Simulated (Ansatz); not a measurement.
**BaTiO3: LAPW beside PAW**

Does the method matter for BaTiO3? The same cell, functional and mesh are run with all-electron LAPW, PAW on the default files and all-electron PAW on datasets made for the crystal.

Program: Ansatz 0.2.0. Level of theory: DFT PBEsol, scalar-relativistic. These are calculated values, not measurements.

## Step 1: The starting structure

Symmetry: P4mm, No. 99, tetragonal system. The conventional cell has a = 4.000 Å, b = 4.000 Å, c = 4.018 Å, α = 90.00°, β = 90.00°, γ = 90.00°. Ba (site symmetry 4mm) is surrounded by 12 O at 2.79 to 2.88 Å. Around Ti (site symmetry 4mm) lie 6 O at 1.87 to 2.15 Å. O (site symmetry 4mm) is surrounded by 2 Ti at 1.87 to 2.15 Å. Around O (site symmetry 2mm) lie 2 Ti at 2.00 Å and 4 Ba at 2.79 to 2.88 Å.

Structure file:

```
CELL_PARAMETERS angstrom
3.99980 0.00000 0.00000
0.00000 3.99980 0.00000
0.00000 0.00000 4.01800
ATOMIC_POSITIONS crystal
Ba 0.00000 0.00000 0.00000
Ti 0.50000 0.50000 0.48200
O 0.50000 0.50000 0.01600
O 0.50000 0.00000 0.51500
O 0.00000 0.50000 0.51500
```

Structure: COD 2100858, as refined from experiment and not relaxed.

Atoms are numbered in the order of the input: Ba1, Ti2, O3, O4, O5.

## Step 2: All-electron LAPW

Input file input.yaml:

```yaml
crystal:
  lattice:
    - [3.9998, 0.0, 0.0]
    - [0.0, 3.9998, 0.0]
    - [0.0, 0.0, 4.018]
  atoms:
    - { symbol: Ba, position: [0.0, 0.0, 0.0] }
    - { symbol: Ti, position: [0.5, 0.5, 0.482] }
    - { symbol: O, position: [0.5, 0.5, 0.016] }
    - { symbol: O, position: [0.5, 0.0, 0.515] }
    - { symbol: O, position: [0.0, 0.5, 0.515] }
kpoints:
  mp_grid: { grid: [7, 7, 7] }
  band_path:
    path:
      - [0.0, 0.0, 0.0]
      - [0.0, 0.5, 0.0]
      - [0.5, 0.5, 0.0]
      - [0.0, 0.0, 0.0]
      - [0.0, 0.0, 0.5]
      - [0.0, 0.5, 0.5]
      - [0.5, 0.5, 0.5]
      - [0.0, 0.0, 0.5]
      - [0.0, 0.5, 0.0]
    npoints: 14
scf:
  occupations: { method: fermi_dirac, width: 0.08 }
hamiltonian:
  xc: pbesol
  pseudopotentials: { kind: all_electron, lapw: { basis_error: 0.001 } }
output:
  forces: true
  stress: true
  eigenvalues: true
  fatbands: true
  populations: true
  dos: { projected: true, de: 0.2, e_range: [-14, 8] }
```

Launch:

```console
ansatz run input.yaml --threads 2 --pin off --max-ram 8192MiB --backend cpu --events-out ev --progress --plain --runs-dir out
```

## Step 3: PAW on the default files

Edit input.yaml of step 2 so:

```diff
@@ -29,3 +29,3 @@
   xc: pbesol
-  pseudopotentials: { kind: all_electron, lapw: { basis_error: 0.001 } }
+  pseudopotentials: { kind: paw }
 output:
@@ -34,4 +34,9 @@
   eigenvalues: true
-  fatbands: true
+  efg: { contact_densities: true }
   populations: true
+  bader: true
   dos: { projected: true, de: 0.2, e_range: [-14, 8] }
+  write_density: true
+  write_potential: true
+  elf: true
+  volumetric_format: npy
```

## Step 4: All-electron PAW on datasets made for the crystal

Edit input.yaml of step 3 so:

```diff
@@ -24,3 +24,3 @@
       - [0.0, 0.5, 0.0]
-    npoints: 14
+    npoints: 8
 scf:
@@ -29,3 +29,3 @@
   xc: pbesol
-  pseudopotentials: { kind: paw }
+  pseudopotentials: { kind: all_electron, datasets: crystal }
 output:
@@ -35,8 +35 @@
   efg: { contact_densities: true }
-  populations: true
-  bader: true
-  dos: { projected: true, de: 0.2, e_range: [-14, 8] }
-  write_density: true
-  write_potential: true
-  elf: true
-  volumetric_format: npy
```

(Steps that only read results are left out.)

Before running it: what results should come out? Wanted: pressure; gap; largest force; Bader charges; highest ELF.

**Answer**, as computed:

```
           quantity                                               value
           pressure   LAPW -3.60, PAW -3.61, crystal datasets -3.60 GPa
         gap (LAPW)                       1.79 eV, indirect from A to Γ
      largest force  LAPW 0.409, PAW 0.403, crystal datasets 0.408 eV/Å
Bader charges (PAW)          Ba1 +1.52, Ti2 +2.19, O3 -1.22, O4 -1.25 e
  highest ELF (PAW)                                 0.84, 0.64 Å from O
```

What this shows: At this geometry the cell is under tension of 3.6 GPa, so it would shrink if let go. A gap opens: 1.79 eV, indirect from A to Γ. Spin-orbit coupling is left out, though the cell holds Ba; it can shift such gaps by tenths of an eV. O 2p states make 95 % of the projected weight in the top eV of the valence band. The projection holds only the free atom's occupied shells (Ba 5p, Ti 3d, O 2s, O 2p in this range). The field gradient at O4, the largest by crystal datasets, is 2.62 by PAW and 2.53 by crystal datasets (10²¹ V/m²), within 5 %. Spin–orbit coupling is left out, which moves gradients at and beside heavy atoms by some per cent and at worst by a factor of two. In pressure, PAW differs from LAPW by less than 0.01 GPa and less than 0.01 eV in the gap. The forces differ by at most 7 meV/Å in a component, on a largest force of 0.409 eV/Å. The price, with the outputs that each input asks for: 97 s for LAPW against 25 s for PAW, about 4 to one.
